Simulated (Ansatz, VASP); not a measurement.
## One calculation of ZnS, two programs

File INCAR:

```
PREC = Accurate
ENCUT = 520
EDIFF = 1E-6
ISMEAR = 0
SIGMA = 0.01
LREAL = False
LASPH = True
NELM = 100
ALGO = Normal
ISIF = 2
LWAVE = False
LCHARG = False
GGA = CA
NBANDS = 16
```

The input KPOINTS:

```
regular mesh
0
Gamma
  8 8 8
```

Contents of POSCAR:

```
ZnS
1.0
    2.6219840213      2.6219840213      0.0000000000
   -2.6219840213      2.6219840213      0.0000000000
    0.0000000000      2.6219840213      2.6803039063
Zn S
1 1
Direct
    0.7500000000      0.2500000000      0.5000000000
    0.0000000000      0.0000000000      0.0000000000
```

Input for Ansatz:

```yaml
crystal:
  lattice:
    - [2.62198402128, 2.62198402128, 0.0]
    - [-2.62198402128, 2.62198402128, 0.0]
    - [0.0, 2.62198402128, 2.68030390626]
  atoms:
    - { symbol: Zn, position: [0.75, 0.25, 0.5] }
    - { symbol: S, position: [0.0, 0.0, 0.0] }
kpoints:
  mp_grid: { grid: [8, 8, 8] }
scf:
  occupations: { method: fixed }
  convergence: { dr2_threshold: 1.0e-10 }
hamiltonian:
  xc: lda
  pseudopotentials: { kind: all_electron, lapw: { basis_error: 0.0005 } }
output:
  forces: true
  stress: true
  eigenstates:
    kpoints:
      - [0.0, 0.0, 0.0]
      - [-0.5, -0.5, -0.5]
      - [-0.5, 0.5, 0.0]
      - [0.0, 0.0, -0.5]
      - [0.0, -0.5, -0.5]
      - [0.0, 0.5, 0.0]
      - [-0.5, 0.0, 0.0]
      - [-0.5, 0.0, -0.5]
  eigenvalues: true
```

Change from the starting cell: film at in-plane strain -0.01.

Alike in both runs: task single point; functional LDA; k mesh 8 × 8 × 8; no spin polarisation.

|  | VASP | Ansatz |
| --- | --- | --- |
| version | VASP 6.6.1 | Ansatz 0.2.0 |
| potentials or method | VASP PAW LDA potentials, release 64 (Zn, S) | all-electron LAPW, scalar-relativistic |
| plane-wave cutoff (eV) | 520 | see its input |
| occupations | gaussian, width 0.01 eV | fixed |

```csv
,VASP,Ansatz,Ansatz less VASP
gap on the k mesh at the Fermi level (eV),2.17,2.13,-0.034
pressure (GPa),0.9,0.7,-0.23
largest component of the traceless stress (GPa),0.69,0.69,+0.003
```

Ansatz ran all-electron here, so the differences hold the error of VASP's frozen core and of both bases.
